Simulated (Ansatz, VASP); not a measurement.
**GaN: VASP beside Ansatz**

```
Ga N
1.0
     0.00000    2.03428    2.03428
     2.03428    0.00000    2.03428
     2.03428    2.03428    0.00000
Ga N
1 1
Direct
  0.50000 0.50000 0.50000
  0.00000 0.00000 0.00000
```

Alike in both runs: task single point; functional PBE; k mesh 8 × 8 × 8; occupations gaussian, width 0.1 eV; no spin polarisation.

|  | VASP | Ansatz |
| --- | --- | --- |
| version | VASP 6.6.1 | Ansatz 0.2.0 |
| potentials or method | VASP PAW PBE potentials, release 64 (Ga_d, N) | scalar-relativistic, plane waves, PAW |
| plane-wave cutoff (eV) | 520 | 420 |
| valence electrons in the cell | 18 | 18 |

VASP gave:

```
gap on the k mesh at the Fermi level (eV) : 1.37
least direct gap on the mesh (eV)         : 4.29
pressure (GPa)                            : 42.9
```

Question: Estimate Ansatz's values.

Answer: gap on the k mesh at the Fermi level (eV): 1.38; least direct gap on the mesh (eV): 4.27; pressure (GPa): 41.9.

Caveats: so large a pressure means that the cell lies far from this level's equilibrium, or that cutoff or potentials fall short (VASP). A k mesh can miss the band edges.
